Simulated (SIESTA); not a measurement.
SiNi3:

```
CELL_PARAMETERS angstrom
3.54200 0.00000 0.00000
0.00000 3.54200 0.00000
0.00000 0.00000 3.54200
ATOMIC_POSITIONS crystal
Ni 0.50000 0.50000 0.00000
Ni 0.50000 0.00000 0.50000
Ni 0.00000 0.50000 0.50000
Si 0.00000 0.00000 0.00000
```

Base run:

| Quantity | Value |
| --- | --- |
| Program | SIESTA 5.4.2 |
| Functional | PBEsol |
| Potentials or basis | PseudoDojo 0.4 standard (PBEsol files) |
| Basis | TZP (energy shift 0.003 Ry; two zetas on semicore shells) |
| Grid cutoff | 800 Ry |
| Energy shift | 0.003 Ry |
| k mesh | 8 × 8 × 8 |
| Occupations | fermi-dirac, width 0.05 eV |
| Spin | collinear spin, ferromagnetic start |
| Starting moments | [1.0, 1.0, 1.0, 0.0] μB |

Its results: band gap on the k mesh none (metal or under the smearing width); pressure -15.0 GPa; net moment 0.00 μB per cell.

Task: The run is repeated on the same cell with these changes: basis from TZP (energy shift 0.003 Ry; two zetas on semicore shells) to SZ (energy shift 0.003 Ry). What comes out?

Result: Band gap on the k mesh none (metal or under the smearing width); pressure 20.1 GPa; net moment 0.00 μB per cell.

Caveats: short orbitals over semicore shells can move pressures by several GPa; the basis of atomic orbitals isn't converged, which shifts pressures, moduli and gaps; the basis has no polarisation orbitals (some runs).
